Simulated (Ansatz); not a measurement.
# An O vacancy next to H started in the widest void in corundum Al2O3, 120 atoms, charge +1

All numbers come from Ansatz (PAW, plane waves, no spin–orbit coupling) at the single k point (¼, ¼, ¼) without its symmetry partners. The atoms were relaxed with PBEsol in a fixed cell; other functionals are single points on those atoms unless said otherwise. The valence top and gap of the host come from its small cell on a dense mesh, with the band extrema sought between the mesh points, lined up by the mean potential, PBEsol gap 6.03 eV, HSE06 gap 7.99 eV. The charge correction uses an assumed dielectric constant of 10.

Cell: a = 9.548 Å, b = 9.548 Å, c = 13.014 Å, α = 90.00°, β = 90.00°, γ = 120.00°.

Nearest atoms after relaxation, from the placed atom (for vacancies from the middle of the vacant sites): Al at 1.91 Å, Al at 1.91 Å, Al at 2.16 Å, Al at 2.16 Å, O at 2.56 Å, O at 2.57 Å, O at 2.61 Å, O at 2.62 Å.

Chemical potentials μ are those of reference phases of the elements at zero temperature by the same functional (the usual solids, diamond for C, grey Sn, and the molecules H2, N2, O2, F2, Cl2, Br2 and S8).

```csv
functional,E(defect) − E(host) − Σ nμ + q·E_VBM (eV),monopole (eV),alignment (eV),formation energy at E_F = VBM (eV),moment (μB),"wall time, shared host"
PBEsol,2.32,0.19,-0.09,2.42,0 (no spin),110 s on 7 threads of Neoverse-V2 (relaxation)
HSE06,1.29,0.19,-0.09,1.39,0 (no spin),10 min on 7 threads of Neoverse-V2
```

HSE06 one-electron levels near the gap (the ten most localised at most), from the host's valence top, not corrected for the charge's images:

```csv
level (eV),spin,filling,atoms sharing it,element of the atom with most weight
-0.27,both,2.00,59.0,spread
-0.24,both,2.00,55.2,spread
-0.23,both,2.00,70.1,spread
-0.19,both,2.00,62.8,spread
-0.14,both,2.00,63.3,spread
-0.13,both,2.00,64.9,spread
-0.12,both,2.00,65.9,spread
-0.05,both,2.00,60.5,spread
8.28,both,0.00,8.3,H
```

All elements are taken at their own reference at once; growth conditions in equilibrium with the host shift these energies, by up to the host's formation enthalpy.

One k point and a cell of this size can leave errors of several tenths of an eV in such numbers.
